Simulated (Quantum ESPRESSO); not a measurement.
MoS2:

```
Mo S
1.0
     1.58150    0.91308    6.12333
    -1.58150    0.91308    6.12333
     0.00000   -1.82616    6.12333
Mo S
1 2
Direct
  0.00000 0.00000 0.00000
  0.74840 0.74840 0.74840
  0.58490 0.58490 0.58490
```

Measurements of this composition are mostly on another form, of space group No. 194.

Base run:

* Program: Quantum ESPRESSO 7.5
* Functional: PBE
* Potentials or basis: GBRV 1.5 PBE
* Cutoff: 612 eV
* Density cutoff: 4898 eV
* k mesh: 7 × 7 × 7
* Occupations: gaussian, width 0.05 eV
* Spin: collinear spin, ferromagnetic start
* Starting moments: [2.0, 0.0, 0.0] μB
* Hubbard terms: Mo d U = 8 eV

Its results: band gap on the k mesh none (metal or under the smearing width); pressure 32.0 GPa; net moment 2.00 μB per cell; largest force 2.714 eV/Å.

Problem. The run is repeated on the same cell with these changes: hubbard terms from Mo d U = 8 eV to Mo d U = 2 eV. What comes out?

Solution. Band gap on the k mesh 0.92 eV, indirect (least direct gap 2.08 eV); pressure 9.0 GPa; net moment 0.00 μB per cell; largest force 1.274 eV/Å.

Caveats: forces of over 1 eV/Å show positions far from the minimum, so gaps and moduli don't describe the material at rest; a pressure of tens of GPa on the cell as given is suspect, and the run, the potentials or the cell itself is likely at fault (some runs); an odd mesh through Γ misses points on the zone boundary, where band edges often lie (some runs).
